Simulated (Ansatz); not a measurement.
GaN:

```xyz
4
Lattice="3.1800 0.0000 0.0000 -1.5900 2.7540 0.0000 0.0000 0.0000 5.1660" Properties=species:S:1:pos:R:3 pbc="T T T"
Ga    1.5900    0.9180    2.5830
Ga    0.0000    1.8360    0.0000
N     1.5900    0.9180    4.5203
N     0.0000    1.8360    1.9373
```

Base run:

```yaml
Program: Ansatz 0.2.0
Functional: PBE
Potentials_or_basis: Ansatz PAW
Cutoff: 800 eV
Density_cutoff: 3200 eV
k_mesh: 10 × 10 × 5
Occupations: fermi-dirac, width 0.05 eV
Spin: no spin polarisation
```

Its results: band gap on the k mesh 1.97 eV, direct; pressure 7.3 GPa; largest force 0.137 eV/Å.

**Question.** The run is repeated on the same cell with these changes: functional from PBE to revPBE; cutoff from 800 eV to 420 eV; density cutoff from 3200 eV to 1680 eV. What comes out?

**Answer.** Band gap on the k mesh 1.99 eV, direct; pressure 10.4 GPa; largest force 0.141 eV/Å.

revPBE binds less tightly than PBE, so the same cell stands under more pressure.

Caveats: odd divisions of the mesh miss points on the zone boundary, where band edges often lie, so the gap on the mesh can be too wide (some runs); the potentials were made for another functional, which shifts forces and pressure (some runs); the PAW data sets come from PBE, with cores solved anew for the run's functional, which leaves a small shift of forces and pressure (some runs).

Not every run made on this cell is shown here.
